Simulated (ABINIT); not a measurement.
CuAu:

```
CELL_PARAMETERS angstrom
1.44306 0.83315 4.25617
-1.44306 0.83315 4.25617
0.00000 -1.66630 4.25617
ATOMIC_POSITIONS crystal
Au 0.00000 0.00000 0.00000
Cu 0.50000 0.50000 0.50000
```

The cell comes from a database or a generator and needn't be the stable form of this composition.

| Item | Value |
| --- | --- |
| Program | ABINIT 10.8.3 (patched build) |
| Task | single point |
| Functional | PBE |
| Potentials or basis | JTH PAW PBE v2.0 |
| Cutoff | 707 eV |
| k mesh | 11 × 11 × 11 |
| Occupations | fermi-dirac, width 0.05 eV |
| Spin | no spin polarisation |

On this cell: pressure -0.2 GPa; largest force under 0.003 eV/Å; band gap on the k mesh none (metal or under the smearing width).

The same run follows on a disturbed copy (atoms moved at random, drawn with an rms of 0.05 Å):

```
CELL_PARAMETERS angstrom
1.44306 0.83315 4.25617
-1.44306 0.83315 4.25617
0.00000 -1.66630 4.25617
ATOMIC_POSITIONS crystal
Au 0.99828 0.01213 0.98768
Cu 0.50074 0.50143 0.49993
```

Problem. What changes?

Solution. The energy (extrapolated to zero smearing) moves by +1.1 meV/atom; pressure -0.2 GPa; largest force 0.141 eV/Å; band gap on the k mesh none (metal or under the smearing width).

Forces in eV/Å, atoms in the order of the input:
```
Au   0.037 -0.054  0.125
Cu  -0.037  0.054 -0.125
```

Stress tensor (GPa, compression positive):
```
-0.75 -0.01  0.05
-0.01 -0.80 -0.02
 0.05 -0.02  1.01
```
